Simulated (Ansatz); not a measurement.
Crystal: Sn.

```xyz
1
Lattice="-2.0292 2.0292 1.6608 2.0292 -2.0292 1.6608 2.0292 2.0292 -1.6608" Properties=species:S:1:pos:R:3 pbc="T T T"
Sn    0.0000    0.0000    0.0000
```

This isn't the form of Sn at room conditions, which is tetragonal (white tin).

| Quantity | Value |
| --- | --- |
| Program | Ansatz 0.2.0 |
| Task | relaxation of cell and atoms |
| Functional | LDA |
| Potentials or basis | Ansatz PAW |
| Cutoff | 420 eV (not typed: the program's choice for these potentials) |
| k mesh | 10 × 10 × 10 |
| Occupations | fermi-dirac, width 0.05 eV |
| Spin | no spin polarisation |

At the start: volume 27.35 Å³/atom.

**Question.** Where does the relaxation end?

**Answer.** It ends after 4 steps and the volume is 25.60 Å³/atom (-6.4 %); space group I4/mmm (No. 139, to 0.05 Å).

Step by step:
```tsv
step	energy change (eV)	largest force (eV/Å)	volume (Å³)
1	0.0000	0.0000	27.35
2	-0.0193	0.0000	25.47
3	-0.0197	0.0000	25.60
4	-0.0194	0.0000	25.60
```

Final structure:
```
CELL_PARAMETERS angstrom
-1.97501 1.97501 1.64103
1.97501 -1.97501 1.64103
1.97501 1.97501 -1.64103
ATOMIC_POSITIONS crystal
Sn 0.00000 0.00000 0.00000
```

Caveat: the plane-wave basis is chosen anew once the cell has moved, so the energies of steps on either side of that aren't comparable; the PAW data sets come from PBE, with cores solved anew for the run's functional, which leaves a small shift of forces and pressure.
